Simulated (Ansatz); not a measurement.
The system is InSe.

```
In Se
1.0
     4.04733    0.00000    0.00000
    -2.02366    3.50509    0.00000
     0.00000    0.00000   18.05206
In Se
4 4
Direct
  0.33333 0.66667 0.07739
  0.33333 0.66667 0.92261
  0.00000 0.00000 0.42261
  0.00000 0.00000 0.57739
  0.33333 0.66667 0.35298
  0.33333 0.66667 0.64702
  0.66667 0.33333 0.14700
  0.66667 0.33333 0.85300
```

Measurements of this composition are mostly on another form, of space group No. 160.

Base run:

* Program: Ansatz 0.2.0
* Functional: PBEsol
* Potentials or basis: Ansatz PAW
* Cutoff: 420 eV (not typed: the program's choice for these potentials)
* k mesh: 8 × 8 × 2
* Occupations: fermi-dirac, width 0.05 eV
* Spin: no spin polarisation

Its results: band gap on the k mesh 0.64 eV, direct; pressure -0.8 GPa; largest force 0.061 eV/Å.

Problem. The run is repeated on the same cell with these changes: functional from PBEsol to LDA. What comes out?

Solution. Band gap on the k mesh 0.50 eV, direct; pressure -2.3 GPa; largest force 0.153 eV/Å.

LDA binds more tightly than PBEsol, so the same cell stands under less pressure.

Caveats: spin-orbit coupling is left out, which moves the levels of the heavy elements; the PAW data sets come from PBE, with cores solved anew for the run's functional, which leaves a small shift of forces and pressure; this functional lacks dispersion, which binds the layers, so the pressure and a relaxed spacing across them are unreliable (some runs).
